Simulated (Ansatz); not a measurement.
SrO: band structure with RPBE

The system is SrO.

```
CELL_PARAMETERS angstrom
0.00000 2.56630 2.56630
2.56630 0.00000 2.56630
2.56630 2.56630 0.00000
ATOMIC_POSITIONS crystal
Sr 0.49527 0.50718 0.49338
O 0.00320 0.99730 0.00231
```

The cell isn't the ideal one: atoms moved at random, drawn with an rms of 0.02 Å.

```json
{
 "Program": "Ansatz 0.2.0",
 "Task": "band structure",
 "Functional": "RPBE",
 "Potentials or basis": "Ansatz PAW",
 "Cutoff": "420 eV",
 "Density cutoff": "1680 eV",
 "k mesh": "7 × 7 × 7",
 "Occupations": "fixed",
 "Spin": "non-collinear spin, ferromagnetic start, spin-orbit coupling",
 "Starting moments": "[[0.0, 0.0, 0.5], [0.0, 0.0, 0.0]] μB",
 "Driver": "chain",
 "Path": "[[\"G\", \"X\", \"W\", \"K\", \"G\", \"L\", \"U\", \"W\", \"L\", \"K\"], [\"U\", \"X\"]]",
 "Points for each segment of the path": "14"
}
```

```yaml
Pressure: 6.4 GPa
Largest_force: 0.102 eV/Å
Band_gap_on_the_k_mesh: 3.51 eV, indirect (least direct gap 3.57 eV)
Band_gap_along_the_path: 3.42 eV, indirect (least direct gap 3.47 eV)
Net_moment: 0.00 μB per cell
Absolute_moment: 0.00 μB per cell
```

Forces in eV/Å, atoms in the order of the input:
```
Sr  -0.006  0.101 -0.011
O    0.006 -0.101  0.011
```

Stress tensor (GPa, compression positive):
```
6.37 0.00 0.00
0.00 6.58 0.00
0.00 0.00 6.37
```

Levels at the corners of the path, in eV from the valence-band top:
| point | band 14 | band 15 | band 16 | band 17 | band 18 | band 19 |
| --- | --- | --- | --- | --- | --- | --- |
| Γ | 0.00 | 0.00 | 0.00 | 4.21 | 4.21 | 6.31 |
| X | -0.12 | -0.05 | -0.05 | 3.42 | 3.42 | 7.91 |
| W | -0.45 | -0.38 | -0.37 | 6.13 | 6.14 | 6.14 |
| K | -0.57 | -0.45 | -0.45 | 4.91 | 4.92 | 8.04 |
| Γ | 0.00 | 0.00 | 0.00 | 4.21 | 4.21 | 6.31 |
| L | -1.13 | -1.12 | -1.12 | 6.68 | 6.68 | 8.58 |
| U | -0.57 | -0.44 | -0.44 | 4.91 | 4.91 | 8.00 |
| W | -0.45 | -0.38 | -0.37 | 6.13 | 6.14 | 6.14 |
| L | -1.13 | -1.12 | -1.12 | 6.68 | 6.68 | 8.58 |
| K | -0.57 | -0.45 | -0.45 | 4.91 | 4.92 | 8.04 |
| U | -0.57 | -0.44 | -0.44 | 4.91 | 4.91 | 8.00 |
| X | -0.12 | -0.05 | -0.05 | 3.42 | 3.42 | 7.91 |

Moments on the atoms (μB; x, y, z):
```
Sr  0.00 0.00 0.00
O   0.00 0.00 0.00
```

Run time: 56 s on 2 threads of Arm Neoverse V2 (shared host), peak memory 0.87 GiB.

Caveat: the potentials were made for another functional, which shifts forces and pressure; the k mesh misses the band edges, so the gap on the mesh is wider than the one along the path; the pressure holds a Pulay correction of +0.3 GPa for the finite cutoff; the starting moments weren't kept; the thresholds are loose for stress.
